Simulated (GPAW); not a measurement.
Runs of GPAW 26.7.0 on AgBr. Symmetry: Fm-3m, No. 225, cubic system. The conventional cell has a = 5.740 Å, b = 5.740 Å, c = 5.740 Å, α = 90.00°, β = 90.00°, γ = 90.00°. Ag (site symmetry m-3m) is surrounded by 6 Br at 2.87 Å. Br (site symmetry m-3m) is surrounded by 6 Ag at 2.87 Å. 

```tsv
task	level	potentials or basis	spin	U	k mesh	cutoff (eV)	maxiter	band path	band points	spin axis theta (degrees)	spin axis phi (degrees)	mesh quality	gap on the mesh (eV)	V0 of scaled cells (Å³/atom)	B0 (GPa)
band structure	C09-vdW	GPAW PAW data sets (gpaw-data 1.2.1), pw	SOC, no magnetisation	-	7 × 7 × 7	600	150	GXWKGLUWLK,UX	60	90	0	not flagged	(a)	-	-
equation of state	PBE+D4	GPAW PAW data sets (gpaw-data 1.2.1), pw	off	-	7 × 7 × 7	600	150	-	-	-	-	not flagged	-	23.68	47
single point	HSE06	GPAW PAW data sets (gpaw-data 1.2.1), pw	off	-	4 × 4 × 4	450	60	-	-	-	-	coarse	1.90	-	-
equation of state	OLYP+D3	PAW data sets generated in the run's folder for this functional, pw	off	-	7 × 7 × 7	600	150	-	-	-	-	not flagged	-	23.53	(b)
band structure	LDA+U	the program's PAW data sets (release 1.2.1) made for this functional, pw	off	Ag d U = 4.5 eV	7 × 7 × 7	600	150	GXWKGLUWLK,UX	60	-	-	not flagged	1.19	-	-
```

Alike in all rows: cell as given; smearing fermi-dirac 0.05 eV.

**Question.** Estimate the missing entries.

**Answer.** (a) 0.60; (b) 44.

Caveats: some runs use coarse meshes; the PAW data sets were made with another functional, which shifts forces and pressure a little (some runs); spin-orbit coupling was added after a scalar SCF, so levels and gaps hold it while energy, forces, pressure and moments don't (some runs); this program's spin-orbit splittings come out too wide for heavy elements (some runs); exact exchange converges slowly with the k mesh, and this mesh is small (some runs).

A k mesh can miss the band edges, and rows without SOC leave out spin-orbit coupling on Ag, Br.
